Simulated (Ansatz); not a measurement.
Field gradients of PbF₂ from run to run

Cell of run 1: a Materials Project structure (computed, not necessarily an observed phase).

Space group Pnma (No. 62); a = 6.4081, b = 3.8796, c = 7.6638 Å.

```
site  Wyckoff  site symmetry       x       y       z
  Pb       4c            .m.  0.2551  0.2500  0.8941
  F5       4c            .m.  0.4741  0.2500  0.1535
  F9       4c            .m.  0.6408  0.7500  0.4349
```

One atom of each set is listed.

All runs are DFT with Ansatz 0.2.0 (plane waves and PAW, scalar-relativistic unless spin–orbit coupling is named, Γ-centred meshes, Fermi–Dirac smearing where given) in this cell.

Run 1: PBE, gradients read without the response of the cores, atoms as given; 420 eV, 4×6×3 k-points, smearing 0.02 eV.
Run 2: r2SCAN, gradients read without the response of the cores, atoms as given; 500 eV, 4×6×3 k-points, smearing 0.02 eV.
Run 3: PBE with spin–orbit coupling, gradients read without the response of the cores, atoms as given; 420 eV, 4×6×3 k-points, smearing 0.02 eV.

Task: What does each run give, and what moves the gradients most?

Result: 

| run | Pb V_zz (η) | F5 V_zz (η) | F9 V_zz (η) |
| --- | --- | --- | --- |
| 1 | -3.29 (0.57) | 1.23 (0.85) | -2.08 (0.40) |
| 2 | -3.50 (0.54) | 1.20 (0.71) | -2.02 (0.34) |
| 3 | -3.55 (0.55) | 1.45 (0.76) | -2.22 (0.34) |

V_zz in 10²¹ V/m². Against run 1, the gradient tensors on these sites move by at most 0.22 in run 2 (Pb), 0.27 in run 3 (Pb). Taken one at a time, spin–orbit coupling moves the tensors on these sites by up to 0.27 (largest principal value of the change, on Pb), the functional (r2SCAN with its higher cutoff) by 0.22 (Pb).
